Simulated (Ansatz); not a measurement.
**⁹¹Zr nuclear quadrupole resonance in Y4Zr3O12**

Cell: a Materials Project structure (computed, not necessarily an observed phase), taken as it stands.

```cif
data_Y4Zr3O12
_symmetry_space_group_name_H-M 'P-1'
_symmetry_Int_Tables_number 2
_cell_length_a 6.3243
_cell_length_b 6.3693
_cell_length_c 6.5420
_cell_angle_alpha 99.836
_cell_angle_beta 98.502
_cell_angle_gamma 99.622
loop_
_atom_site_label
_atom_site_type_symbol
_atom_site_symmetry_multiplicity
_atom_site_Wyckoff_symbol
_atom_site_fract_x
_atom_site_fract_y
_atom_site_fract_z
Y1 Y 2 i 0.6970 0.8653 0.3907
Y2 Y 2 i 0.3875 0.6996 0.8658
Zr5 Zr 1 a 0.0000 0.0000 0.0000
Zr6 Zr 2 i 0.8489 0.3974 0.6709
O8 O 2 i 0.5864 0.4169 0.8207
O9 O 2 i 0.8287 0.5700 0.4258
O10 O 2 i 0.4107 0.8117 0.5653
O14 O 2 i 0.0234 0.6785 0.8839
O15 O 2 i 0.9215 0.0868 0.6952
O16 O 2 i 0.6861 0.9334 0.0590
```

One atom of each set is listed.

Computed with Ansatz: DFT, r2SCAN, plane waves and PAW, scalar-relativistic, 500 eV cutoff, Γ-centred 4×4×4 k-points, Fermi–Dirac smearing 0.02 eV.

⁹¹Zr: I = 5/2, Q = -176.0 mb (year-2017 value). Static lattice, zero field.

Sites with a gradient: Zr5 (1 atom; 6 O at 2.07–2.17 Å); Zr6 (2 atoms; 6 O at 2.06–2.21 Å).

Problem. The simulated spectrum has lines at 9.87, 11.0, 11.6, 16.6, 20.8 MHz. Sort them into the sets that belong together, and say which site each set most likely comes from.

Solution. For I = 5/2 and η = 0 the lines are 3|C_Q|/20 and twice that; η pulls their ratio below 2. At large η the states mix, and weaker lines appear at sums of the main ones; lines under 5 % of the strongest are left out. Zr5: 11.6, 16.6 MHz (|C_Q| = 58.5 MHz, η = 0.59). Zr6: 9.87, 11.0, 20.8 MHz (|C_Q| = 40.6 MHz, η = 0.87).

The sites follow from the calculation. Like point charges on the first shell alone (each adding as 1/d³) would give the same order.

Without spin–orbit coupling (the program notes it for Zr) the gradients are little affected as a rule: paired runs on crystals with a gap mostly move them by under 2 % at such atoms.
